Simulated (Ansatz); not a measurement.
Crystal: Bi.

```
Bi
1.0
    -1.98143    1.98143    1.98143
     1.98143   -1.98143    1.98143
     1.98143    1.98143   -1.98143
Bi
1
Direct
  0.00000 0.00000 0.00000
```

This isn't the form of Bi at room conditions, which is rhombohedral.

```yaml
Program: Ansatz 0.2.0
Task: relaxation of cell and atoms
Functional: revPBE
Dispersion: D4
Potentials_or_basis: Ansatz PAW
Cutoff: "420 eV (not typed: the program's choice for these potentials)"
k_mesh: 9 × 9 × 9
Occupations: fermi-dirac, width 0.05 eV
Spin: no spin polarisation
```

At the start: volume 31.12 Å³/atom.

How do energy, volume and symmetry change on relaxing?

It ends after 4 steps and the volume is 30.05 Å³/atom (-3.4 %); space group Im-3m (No. 229, to 0.05 Å).

The path:
```tsv
step	energy change (eV)	largest force (eV/Å)	volume (Å³)
1	0.0000	0.0000	31.12
2	-0.0066	0.0000	29.78
3	-0.0070	0.0000	30.05
4	-0.0067	0.0000	30.05
```

Final structure:
```xyz
1
Lattice="-1.9584 1.9584 1.9584 1.9584 -1.9584 1.9584 1.9584 1.9584 -1.9584" Properties=species:S:1:pos:R:3 pbc="T T T"
Bi    0.0000    0.0000    0.0000
```

Caveat: the plane-wave basis is chosen anew once the cell has moved, so the energies of steps on either side of that aren't comparable; the PAW data sets come from PBE, with cores solved anew for the run's functional, which leaves a small shift of forces and pressure.
